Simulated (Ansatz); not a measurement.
This cell of GeTe (alpha-GeTe type, space group R3m) is off equilibrium:

```
GeTe
1.0
    4.22663     2.44024     7.27983
   -2.11331     1.22012     3.63992
    0.00000    -2.44024     3.63992
Ge Te
2 2
Cartesian
  0.00000   0.00000   2.55779
  2.11331   1.22012   6.19770
 -0.19745  -0.19745   8.16451
  2.11331   1.22012  12.00188
```

Computed with PBE (plane waves to 420 eV, PAW, scalar-relativistic; Ansatz, a first-principles code). k mesh 4×8×8 (Γ-centred), Fermi-Dirac smearing 0.05 eV. Energies are smeared free energies. Compression counts positive. GeTe was relaxed with its symmetry unable to fall. Spin-orbit coupling is left out, though Te is heavy.

**Question.** What forces act on the atoms (eV/Å, Cartesian)?

**Answer.** 
| atom | Fx | Fy | Fz |
|---|---|---|---|
| Ge1 | -0.071 | -0.044 | 0.069 |
| Ge2 | -0.060 | -0.022 | -0.284 |
| Te3 | 0.723 | 0.588 | 0.537 |
| Te4 | -0.591 | -0.522 | -0.322 |

**Question.** What is the stress tensor (GPa)?

**Answer.** 
```
   0.14     0.18    -0.65
   0.18     0.68    -0.24
  -0.65    -0.24    -0.85
```
The pressure, a third of the trace, is -0.01 GPa.

**Question.** In it atom 3 sits (-0.197, -0.197, -0.197) Å away from its relaxed site. What is its energy relative to the relaxed cell?

**Answer.** 200 meV/cell.

(A displaced cell: forces are minus the slopes of the energy, force constants its curvatures, and phonons follow from these.)
